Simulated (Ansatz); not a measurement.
Runs of Ansatz 0.2.0 on TiO. Symmetry: P-62m, No. 189, hexagonal system. The conventional cell has a = 4.989 Å, b = 4.989 Å, c = 2.873 Å, α = 90.00°, β = 90.00°, γ = 120.00°. Around Ti (site symmetry -62m) lie 3 O at 1.97 Å. Ti (site symmetry -6) has 6 O at 2.10 Å as nearest neighbours. O (site symmetry m2m) is surrounded by 5 Ti at 1.97 to 2.10 Å. The cell comes from a database or a generator and needn't be the stable form of this composition.

```csv
level,U,hubbard projectors,double counting,gap on the mesh (eV),pressure (GPa),largest force (eV/Å)
PBEsol+U,Ti d U = 3 eV,ortho-atomic (the default),fll (the default),none,-1.3,(a)
PBEsol+U,Ti d U = 2 eV,ortho-atomic (the default),fll (the default),none,(b),0.05
PBEsol,-,-,-,none,-5.8,0.03
PBEsol+U,Ti d U = 5 eV,ortho-atomic (the default),fll (the default),none,2.7,0.14
PBEsol+U,Ti d U = 1 eV,ortho-atomic (the default),fll (the default),none,-4.4,0.04
PBEsol+U,Ti d U = 4 eV,ortho-atomic (the default),fll (the default),none,(c),0.09
PBEsol+U,Ti d U = 6 eV,ortho-atomic (the default),fll (the default),none,6.1,0.24
PBEsol+U,Ti d U = 8 eV,ortho-atomic (the default),fll (the default),-,30.2,0.81
```

Alike in all rows: task band structure; potentials or basis Ansatz PAW; no spin polarisation; cell as given; k mesh 6 × 6 × 9; cutoff (eV) 420; smearing fermi-dirac 0.05 eV.

Task: Estimate the missing entries.

Result: (a) 0.07; (b) -2.9; (c) 0.5.

Caveats: the PAW data sets come from PBE, with cores solved anew for the run's functional, which leaves a small shift of forces and pressure; U without spin polarisation on a metal has little footing (some runs); semilocal functionals often make such compounds metallic where correlation or magnetic order opens a gap, which also shifts bond lengths (some runs); a pressure of tens of GPa on the cell as given is suspect, and the run, the potentials or the cell itself is likely at fault (some runs).

A gap of «none» marks a metal or a gap under the smearing width.
